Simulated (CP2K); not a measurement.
CuO:

```
CELL_PARAMETERS angstrom
2.99327 0.00000 0.00000
1.49663 2.59225 0.00000
1.49663 0.86408 4.88799
ATOMIC_POSITIONS crystal
Cu 0.50389 0.47699 0.48801
Cu 0.00389 0.97699 0.98801
O 0.74611 0.77301 0.76199
O 0.24611 0.27301 0.26199
```

The cell comes from a database or a generator and needn't be the stable form of this composition.

The cell isn't the ideal one: atoms moved 0.2 Å in one direction.

Base run:

| Item | Value |
| --- | --- |
| Program | CP2K 2026.2 |
| Functional | rev-vdW-DF2 |
| Potentials or basis | POTENTIAL_UZH Cu GTH-PBE-q11, O GTH-PBE-q6; TZVP-MOLOPT-PBE-GTH basis |
| Density cutoff | 11565 eV |
| k mesh | 10 × 10 × 6 |
| Occupations | fermi-dirac, width 0.05 eV |
| Spin | no spin polarisation |

Its results: band gap on the k mesh none (metal or under the smearing width); pressure 6.1 GPa; largest force 1.372 eV/Å.

Q: After a change of settings the same cell gave: band gap on the k mesh none (metal or under the smearing width); pressure -4.9 GPa; largest force 1.195 eV/Å. Which change was it?
A. functional from rev-vdW-DF2 to LDA
B. functional from rev-vdW-DF2 to PBE
C. functional from rev-vdW-DF2 to PBEsol
D. functional from rev-vdW-DF2 to optB88-vdW

A: A.

Caveats: the potentials were made for another functional, which shifts forces and pressure; the basis of atomic orbitals isn't converged, which shifts pressures, moduli and gaps; the run has no spin polarisation, though such a crystal can be magnetic; semilocal functionals often make such compounds metallic where correlation or magnetic order opens a gap, which also shifts bond lengths.
